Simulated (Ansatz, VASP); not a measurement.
## C in VASP and in Ansatz

```xyz
2
Lattice="0.0000 2.1167 3.3597 1.2228 0.0000 3.3597 1.2228 2.1167 0.0000" Properties=species:S:1:pos:R:3 pbc="T T T"
C     1.2228    0.7057    3.3597
C     1.2228    3.5276    3.3597
```

Alike in both runs: functional LDA; k mesh 18 × 18 × 18; occupations gaussian, width 0.02 eV; no spin polarisation.

Ansatz relaxed the structure, and its values are those at the end. VASP's run is a single point on that final structure, the one shown.

|  | VASP | Ansatz |
| --- | --- | --- |
| version | VASP 6.6.1 | Ansatz 0.2.0 |
| potentials or method | VASP PAW LDA potentials, release 64 (C) | scalar-relativistic, plane waves, PAW |
| plane-wave cutoff (eV) | 520 | 420 |
| valence electrons in the cell | 8 | 8 |

```csv
,VASP,Ansatz,Ansatz less VASP
gap on the k mesh at the Fermi level (eV),0.08,0.08,-0.001
least direct gap on the mesh (eV),0.16,0.16,-0.001
pressure (GPa),0.8,0.0,-0.80
```
